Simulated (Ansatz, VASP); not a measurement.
One calculation of Re, two programs

```
Re
1.0
     0.00000    1.97500    1.99475
     1.97500    0.00000    1.99475
     1.97500    1.97500    0.00000
Re
1
Direct
  0.00000 0.00000 0.00000
```

Change from the starting cell: zz strain of +1 %.

Alike in both runs: task single point; functional PBEsol; k mesh 14 × 14 × 14; occupations fermi-dirac, width 0.05 eV; no spin polarisation.

|  | VASP | Ansatz |
| --- | --- | --- |
| version | VASP 6.6.1 | Ansatz 0.2.0 |
| potentials or method | VASP PAW PBE potentials, release 64 (Re), cutoff 520 eV | all-electron LAPW, scalar-relativistic |

VASP gave:

| Item | Value |
| --- | --- |
| pressure (GPa) | -21.9 |
| largest component of the traceless stress (GPa) | 1.36 |

Problem. Which values does Ansatz return?

Solution. Pressure (GPa): -21.3; largest component of the traceless stress (GPa): 1.38.

Ansatz ran all-electron here, so the differences hold the error of VASP's frozen core and of both bases.

Caveats: so large a pressure means that the cell lies far from this level's equilibrium, or that cutoff or potentials fall short (VASP); the potentials were made for another functional, which shifts forces and pressure (VASP). Spin-orbit coupling is left out, which matters for the levels of Re.
